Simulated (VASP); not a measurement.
# Os (P6_3/mmc) in VASP: further runs

The runs below take Os through relaxation of shape and atoms at fixed volume, with PBE.

Program: VASP 6.6.1. These are calculated values, not measurements. Logs are shortened: lines on timing, memory, paths and dates and some standing lists are left out, and cuts for length are marked.

## Step 1: The undisturbed crystal

Symmetry: P6_3/mmc, No. 194, hexagonal system. The conventional cell has a = 2.734 Å, b = 2.734 Å, c = 4.320 Å, α = 90.00°, β = 90.00°, γ = 120.00°. Os (site symmetry -6m2) is surrounded by 12 Os at 2.68 to 2.73 Å.

## Step 2: Relaxation of shape and atoms at fixed volume, PBE (a relaxed cell with its volume scaled by 1.02)

Contents of INCAR:

```
SYSTEM = Os
PREC     = Accurate       ! precision mode
ENCUT    = 300            ! plane-wave cutoff, eV
EDIFF    = 1E-7           ! SCF threshold, eV
ISMEAR   = 1              ! smearing method
SIGMA    = 0.1            ! smearing width, eV
LREAL    = .FALSE.        ! projectors in reciprocal space
LASPH    = .TRUE.         ! aspherical terms in the spheres
NELM     = 80             ! most SCF steps
ALGO     = Normal         ! electronic algorithm
ISIF     = 4              ! what is computed and relaxed
LWAVE    = .FALSE.        ! write WAVECAR
LCHARG   = .FALSE.        ! write CHGCAR
GGA      = PE             ! functional
IBRION   = 2              ! ionic algorithm
NSW      = 40             ! ionic steps
EDIFFG   = -0.01          ! ionic threshold
```

Contents of KPOINTS:

```
Automatic mesh
0
G
  8 8 5
  0 0 0
```

Contents of POSCAR:

```
Os                                      
1.0
    2.7667444186      0.0000000000      0.0000000000
   -1.3833722093      2.3960709523      0.0000000000
    0.0000000000      0.0000000000      4.3672029140
  Os            
     2
Direct
     0.3333333332999970    0.6666666667000030    0.2500000000000000
     0.6666666667000030    0.3333333332999970    0.7500000000000000
```

Potentials or basis: VASP PAW PBE potentials, release 64 (Os).

The run is started by

```
> cat potpaw_PBE.64/Os/POTCAR > POTCAR
> mpirun -np 1 vasp_std > vasp.out
```

OUTCAR:

```text
SYSTEM = Os
   PREC = Accurate
   ENCUT = 300
   EDIFF = 1E-7
   ISMEAR = 1
   LREAL = .FALSE.
   LASPH = .TRUE.
   NELM = 80
   ISIF = 4
   GGA = PE
   IBRION = 2
   NSW = 40
   EDIFFG = -0.01

 ion  position               nearest neighbor table
   1  0.333  0.667  0.250-   2 2.71   2 2.71   2 2.71   2 2.71   2 2.71   2 2.71
   2  0.667  0.333  0.750-   1 2.71   1 2.71   1 2.71   1 2.71   1 2.71   1 2.71

  LATTYP: Found a hexagonal cell.
 ALAT       =     2.7667444186
 C/A-ratio  =     1.5784627176

  Lattice vectors:

 A1 = (   2.7667444186,   0.0000000000,   0.0000000000)
 A2 = (  -1.3833722093,   2.3960709523,   0.0000000000)
 A3 = (   0.0000000000,   0.0000000000,   4.3672029140)

Analysis of symmetry for initial positions (statically):
=====================================================================
 Subroutine PRICEL returns:
 Original cell was already a primitive cell.

 Routine SETGRP: Setting up the symmetry group for a
 hexagonal supercell.

 Subroutine GETGRP returns: Found 24 space group operations
 (whereof 12 operations were pure point group operations)
 out of a pool of 24 trial point group operations.

The static configuration has the point symmetry D_3d.
 The point group associated with its full space group is D_6h.

Analysis of symmetry for dynamics (positions and initial velocities):
=====================================================================
 Subroutine PRICEL returns:
 Original cell was already a primitive cell.

 Routine SETGRP: Setting up the symmetry group for a
 hexagonal supercell.

 Subroutine GETGRP returns: Found 24 space group operations
 (whereof 12 operations were pure point group operations)
 out of a pool of 24 trial point group operations.

The dynamic configuration has the point symmetry D_3d.
 The point group associated with its full space group is D_6h.

 Subroutine INISYM returns: Found 24 space group operations
 (whereof 12 operations are pure point group operations),
 and found     1 'primitive' translations

----------------------------------------------------------------------------------------

                                     Primitive cell

  volume of cell :      28.9516

  direct lattice vectors                    reciprocal lattice vectors
     2.766744419  0.000000000  0.000000000     0.361435626  0.208674956  0.000000000
    -1.383372209  2.396070952  0.000000000     0.000000000  0.417349912  0.000000000
     0.000000000  0.000000000  4.367202914     0.000000000  0.000000000  0.228979514

  length of vectors
[... 107 lines left out ...]
   GGA     = PE    functional components
   LHFCALC =     F    Hartree Fock is set to
   AEXX    =    0.0000 exact exchange contribution
   IVDW    =     0    specifies the selected vdW correction
   LEPSILON=     F    determine dielectric tensor
   LRPA    =     F    only Hartree local field effects (RPA)
 conjugate gradient relaxation of ions
 non-spin polarized calculation
 Methfessel and Paxton  Order N= 1 SIGMA  =   0.10
  energy-cutoff  :      300.00
  volume of cell :       28.95
 maximum number of plane-waves:       349
 NGX is ok and might be reduce to    16
   NGX =  7   NGY =  7   NGZ = 13

--------------------------------------- Ionic step        1  -------------------------------------------

 number of electron      16.0000001 magnetization

 Free energy of the ion-electron system (eV)
  ---------------------------------------------------
  ext. energy  EPLUGINS =         0.00000000
  ---------------------------------------------------
  free energy    TOTEN  =       -22.52779546 eV

  energy without entropy =      -22.52845999  energy(sigma->0) =      -22.52801697

------------------------ aborting loop because EDIFF is reached ----------------------------------------

  FORCE on cell =-STRESS in cart. coord.  units (eV):
  Direction    XX          YY          ZZ          XY          YZ          ZX
  --------------------------------------------------------------------------------------
  -------------------------------------------------------------------------------------
  Total       -1.3762188     -1.3762188     -1.4755740     -0.0000000     -0.0000000      0.0000000
  in kB      -76.1598318    -76.1598318    -81.6581431     -0.0000000     -0.0000000      0.0000000
  external PRESSURE =     -77.9926022 kB  Pullay stress =       0.0000000 kB
[... 59 lines left out ...]
--------------------------------------- Ionic step        3  -------------------------------------------

 number of electron      16.0000001 magnetization

 Free energy of the ion-electron system (eV)
  ---------------------------------------------------
  ext. energy  EPLUGINS =         0.00000000
  ---------------------------------------------------
  free energy    TOTEN  =       -22.52783661 eV

  energy without entropy =      -22.52850820  energy(sigma->0) =      -22.52806047

 E-fermi :   8.6806     XC(G=0): -13.8621

 val. band max:        8.6789158748   @ k =   0.2500   0.0000   0.2000
 cond. band min:       8.9989224548   @ k =   0.0000   0.0000   0.0000
 fundamental gap:      0.3200065800
 Fermi energy:         8.6805739371

 k-point     1 :       0.0000    0.0000    0.0000
  band No.  band energies     occupation
      1      -1.6820      2.00000
      2       1.4911      2.00000
      3       6.0506      2.00000
      4       6.0506      2.00000
      5       6.3068      2.00000
      6       6.8488      2.00000
      7       6.8488      2.00000
      8       7.4342      2.00000
      9       7.4342      2.00000
     10       8.9989     -0.00006
     11      10.5413     -0.00000
     12      10.5413     -0.00000
[... 331 lines left out ...]
 k-point    24 :       0.3750    0.0000    0.4000
  band No.  band energies     occupation
      1       1.7066      2.00000
      2       2.3444      2.00000
      3       3.7653      2.00000
      4       4.3652      2.00000
      5       7.0491      2.00000
      6       7.0547      2.00000
      7       7.9354      2.00000
      8       8.4458      2.00445
      9      10.3243     -0.00000
     10      10.6332     -0.00000
     11      10.7402      0.00000
     12      12.3696      0.00000

 [... further k-points ...]

------------------------ aborting loop because EDIFF is reached ----------------------------------------

  FORCE on cell =-STRESS in cart. coord.  units (eV):
  Direction    XX          YY          ZZ          XY          YZ          ZX
  --------------------------------------------------------------------------------------
  -------------------------------------------------------------------------------------
  Total       -1.4052340     -1.4052340     -1.4047945     -0.0000000      0.0000000     -0.0000000
  in kB      -77.7655318    -77.7655318    -77.7412082     -0.0000000      0.0000000     -0.0000000
  external PRESSURE =     -77.7574240 kB  Pullay stress =       0.0000000 kB
[... 17 lines left out ...]
  FREE ENERGIE OF THE ION-ELECTRON SYSTEM (eV)
  ---------------------------------------------------
  free  energy   TOTEN  =       -22.5278366088 eV

  energy  without entropy=      -22.5285082023  energy(sigma->0) =      -22.52806047

 reached required accuracy - stopping structural energy minimisation
```

Run time: 11 s. Hardware: 1 thread of Intel Xeon Platinum 8488C (Sapphire Rapids), shared host; peak memory 0.11 GiB.

Results:

- Free energy: -22.5278 eV
- Energy gained by relaxing: 0.0 meV/atom
- Ionic steps: 3
- Pressure after relaxing: -7.8 GPa
- Band gap on the k mesh: none (metal or under the smearing width)

Final structure:
```
CELL_PARAMETERS angstrom
2.76789 0.00000 0.00000
-1.38394 2.39706 0.00000
0.00000 0.00000 4.36359
ATOMIC_POSITIONS crystal
Os 0.33333 0.66667 0.25000
Os 0.66667 0.33333 0.75000
```

## Step 3: Relaxation of shape and atoms at fixed volume, PBE (a relaxed cell with its volume scaled by 1.04)

INCAR is that of step 2.

KPOINTS is that of step 2.

Contents of POSCAR:

```
Os                                      
1.0
    2.7847107949      0.0000000000      0.0000000000
   -1.3923553974      2.4116302905      0.0000000000
    0.0000000000      0.0000000000      4.3955621691
  Os            
     2
Direct
     0.3333333332999970    0.6666666667000030    0.2500000000000000
     0.6666666667000030    0.3333333332999970    0.7500000000000000
```

Potentials or basis: VASP PAW PBE potentials, release 64 (Os).

The run is started by

```
> cat potpaw_PBE.64/Os/POTCAR > POTCAR
> mpirun -np 1 vasp_std > vasp.out
```

OUTCAR:

```text
SYSTEM = Os
   PREC = Accurate
   ENCUT = 300
   EDIFF = 1E-7
   ISMEAR = 1
   LREAL = .FALSE.
   LASPH = .TRUE.
   NELM = 80
   ISIF = 4
   GGA = PE
   IBRION = 2
   NSW = 40
   EDIFFG = -0.01

 ion  position               nearest neighbor table
   1  0.333  0.667  0.250-   2 2.72   2 2.72   2 2.72   2 2.72   2 2.72   2 2.72
   2  0.667  0.333  0.750-   1 2.72   1 2.72   1 2.72   1 2.72   1 2.72   1 2.72

  LATTYP: Found a hexagonal cell.
 ALAT       =     2.7847107949
 C/A-ratio  =     1.5784627176

  Lattice vectors:

 A1 = (   2.7847107949,   0.0000000000,   0.0000000000)
 A2 = (  -1.3923553974,   2.4116302905,   0.0000000000)
 A3 = (   0.0000000000,   0.0000000000,   4.3955621691)

Analysis of symmetry for initial positions (statically):
=====================================================================
 Subroutine PRICEL returns:
 Original cell was already a primitive cell.

 Routine SETGRP: Setting up the symmetry group for a
 hexagonal supercell.

 Subroutine GETGRP returns: Found 24 space group operations
 (whereof 12 operations were pure point group operations)
 out of a pool of 24 trial point group operations.

The static configuration has the point symmetry D_3d.
 The point group associated with its full space group is D_6h.

Analysis of symmetry for dynamics (positions and initial velocities):
=====================================================================
 Subroutine PRICEL returns:
 Original cell was already a primitive cell.

 Routine SETGRP: Setting up the symmetry group for a
 hexagonal supercell.

 Subroutine GETGRP returns: Found 24 space group operations
 (whereof 12 operations were pure point group operations)
 out of a pool of 24 trial point group operations.

The dynamic configuration has the point symmetry D_3d.
 The point group associated with its full space group is D_6h.

 Subroutine INISYM returns: Found 24 space group operations
 (whereof 12 operations are pure point group operations),
 and found     1 'primitive' translations

----------------------------------------------------------------------------------------

                                     Primitive cell

  volume of cell :      29.5192

  direct lattice vectors                    reciprocal lattice vectors
     2.784710795  0.000000000  0.000000000     0.359103718  0.207328628  0.000000000
    -1.392355397  2.411630291  0.000000000     0.000000000  0.414657257  0.000000000
     0.000000000  0.000000000  4.395562169     0.000000000  0.000000000  0.227502186

  length of vectors
     2.784710795  2.784710795  4.395562169     0.414657257  0.414657257  0.227502186

  position of ions in fractional coordinates (direct lattice)
     0.333333333  0.666666667  0.250000000
     0.666666667  0.333333333  0.750000000

  ion indices of the primitive-cell ions
   primitive index   ion index
                 1           1
                 2           2

----------------------------------------------------------------------------------------

 KPOINTS: Automatic mesh

Automatic generation of k-mesh.
 Grid dimensions read from file:
 generate k-points for:    8    8    5

 Generating k-lattice:

[... 54 lines left out ...]
   ICHARG =      2    charge: 1-file 2-atom 10-const
   ISPIN  =      1    spin polarized calculation?
   LNONCOLLINEAR =      F non collinear calculations
   LSORBIT =      F    spin-orbit coupling
   LASPH  =      T    aspherical Exc in radial PAW
   ENCUT  =  300.0 eV  22.05 Ry    4.70 a.u.   3.93  3.93  6.21*2*pi/ulx,y,z
   NELM   =     80;   NELMIN=  2; NELMDL= -5     # of ELM steps
   EDIFF  = 0.1E-06   stopping-criterion for ELM
   LREAL  =      F    real-space projection
   EDIFFG = -.1E-01   stopping-criterion for IOM
   NSW    =     40    number of steps for IOM
   IBRION =      2    ionic relax: 0-MD 1-quasi-New 2-CG
   NFREE  =      1    steps in history (QN), initial steepest desc. (CG)
   ISIF   =      4    stress and relaxation
   ISYM   =      2    0-nonsym 1-usesym 2-fastsym
   POTIM  = 0.5000    time-step for ionic-motion
   TEBEG  =    0.0;   TEEND  =   0.0 temperature during run
   PSTRESS=    0.0 pullay stress
   NELECT =      16.0000    total number of electrons
   NUPDOWN=      -1.0000    fix difference up-down
   EMIN   =  10.00;   EMAX   =-10.00  energy-range for DOS
   EFERMI =   0.00;   METHOD = LEGACY
   ISMEAR =     1;   SIGMA  =   0.10  broadening in eV -4-tet -1-fermi 0-gaus
   EFERMI_NEDOS =   21; number of points for ismear=-14 and -15
   IALGO  =     38    algorithm
   IMIX   =      4    mixing-type and parameters
     AMIX     =   0.40;   BMIX     =  1.00
     AMIX_MAG =   1.60;   BMIX_MAG =  1.00
  volume/ion in A,a.u.               =      14.76        99.60
  Fermi-wavevector in a.u.,A,eV,Ry     =   1.334790  2.522388 24.241029  1.781665
  Thomas-Fermi vector in A             =   2.463545
   LORBIT       =      0    0 simple, 1 ext, 2 COOP (PROOUT), +10 PAW based schemes
   GGA     = PE    functional components
   LHFCALC =     F    Hartree Fock is set to
   AEXX    =    0.0000 exact exchange contribution
   IVDW    =     0    specifies the selected vdW correction
   LEPSILON=     F    determine dielectric tensor
   LRPA    =     F    only Hartree local field effects (RPA)
 conjugate gradient relaxation of ions
 non-spin polarized calculation
 Methfessel and Paxton  Order N= 1 SIGMA  =   0.10
  energy-cutoff  :      300.00
  volume of cell :       29.52
 maximum number of plane-waves:       360
 NGX is ok and might be reduce to    16
   NGX =  7   NGY =  7   NGZ = 13

--------------------------------------- Ionic step        1  -------------------------------------------

 number of electron      16.0000006 magnetization

 Free energy of the ion-electron system (eV)
  ---------------------------------------------------
  ext. energy  EPLUGINS =         0.00000000
  ---------------------------------------------------
  free energy    TOTEN  =       -22.49208168 eV

  energy without entropy =      -22.49268363  energy(sigma->0) =      -22.49228233

------------------------ aborting loop because EDIFF is reached ----------------------------------------

  FORCE on cell =-STRESS in cart. coord.  units (eV):
  Direction    XX          YY          ZZ          XY          YZ          ZX
  --------------------------------------------------------------------------------------
  -------------------------------------------------------------------------------------
  Total       -2.6499980     -2.6499980     -2.8419247     -0.0000000      0.0000000      0.0000000
  in kB     -143.8304638   -143.8304638   -154.2474121     -0.0000000      0.0000000      0.0000000
  external PRESSURE =    -147.3027799 kB  Pullay stress =       0.0000000 kB
[... 59 lines left out ...]
--------------------------------------- Ionic step        3  -------------------------------------------

 number of electron      16.0000006 magnetization

 Free energy of the ion-electron system (eV)
  ---------------------------------------------------
  ext. energy  EPLUGINS =         0.00000000
  ---------------------------------------------------
  free energy    TOTEN  =       -22.49224442 eV

  energy without entropy =      -22.49286443  energy(sigma->0) =      -22.49245109

 E-fermi :   8.4056     XC(G=0): -13.7506

 val. band max:        8.3801916836   @ k =   0.2500   0.0000   0.0000
 cond. band min:       8.4070189207   @ k =   0.2500   0.0000   0.2000
 fundamental gap:      0.0268272371
 Fermi energy:         8.4056375393

 k-point     1 :       0.0000    0.0000    0.0000
  band No.  band energies     occupation
      1      -1.7911      2.00000
      2       1.3871      2.00000
      3       5.8493      2.00000
      4       5.8493      2.00000
      5       6.1102      2.00000
      6       6.6249      2.00000
      7       6.6249      2.00000
      8       7.1784      2.00000
      9       7.1784      2.00000
     10       8.7344     -0.00003
     11      10.2079     -0.00000
     12      10.2079     -0.00000
[... 331 lines left out ...]
 k-point    24 :       0.3750    0.0000    0.4000
  band No.  band energies     occupation
      1       1.5920      2.00000
      2       2.2225      2.00000
      3       3.6237      2.00000
      4       4.2128      2.00000
      5       6.8057      2.00000
      6       6.8166      2.00000
      7       7.6682      2.00000
      8       8.1683      2.00400
      9       9.9892     -0.00000
     10      10.3005     -0.00000
     11      10.3931     -0.00000
     12      11.9986      0.00000

 [... further k-points ...]

------------------------ aborting loop because EDIFF is reached ----------------------------------------

  FORCE on cell =-STRESS in cart. coord.  units (eV):
  Direction    XX          YY          ZZ          XY          YZ          ZX
  --------------------------------------------------------------------------------------
  -------------------------------------------------------------------------------------
  Total       -2.7056371     -2.7056371     -2.7052075     -0.0000000     -0.0000000      0.0000000
  in kB     -146.8503136   -146.8503136   -146.8269921     -0.0000000     -0.0000000      0.0000000
  external PRESSURE =    -146.8425397 kB  Pullay stress =       0.0000000 kB
[... 17 lines left out ...]
  FREE ENERGIE OF THE ION-ELECTRON SYSTEM (eV)
  ---------------------------------------------------
  free  energy   TOTEN  =       -22.4922444208 eV

  energy  without entropy=      -22.4928644344  energy(sigma->0) =      -22.49245109

 reached required accuracy - stopping structural energy minimisation
```

Run time: 11 s. Hardware: 1 thread of Intel Xeon Platinum 8488C (Sapphire Rapids), shared host; peak memory 0.12 GiB.

Results:

* Free energy: -22.4922 eV
* Energy gained by relaxing: 0.1 meV/atom
* Ionic steps: 3
* Pressure after relaxing: -14.7 GPa
* Band gap on the k mesh: none (metal or under the smearing width)

Step by step:
| step | energy change (eV) | largest force (eV/Å) | pressure (GPa) |
| --- | --- | --- | --- |
| 1 | 0.0000 | 0.0000 | -14.73 |
| 2 | -0.0001 | 0.0000 | -14.64 |
| 3 | -0.0002 | 0.0000 | -14.68 |

Final structure:
```cif
data_structure
_symmetry_space_group_name_H-M 'P 1'
_symmetry_Int_Tables_number 1
_cell_length_a 2.7871
_cell_length_b 2.7871
_cell_length_c 4.3881
_cell_angle_alpha 90.000
_cell_angle_beta 90.000
_cell_angle_gamma 120.000
_cell_volume 29.52
loop_
_atom_site_label
_atom_site_type_symbol
_atom_site_fract_x
_atom_site_fract_y
_atom_site_fract_z
_atom_site_occupancy
Os1 Os 0.33333 0.66667 0.25000 1
Os2 Os 0.66667 0.33333 0.75000 1
```
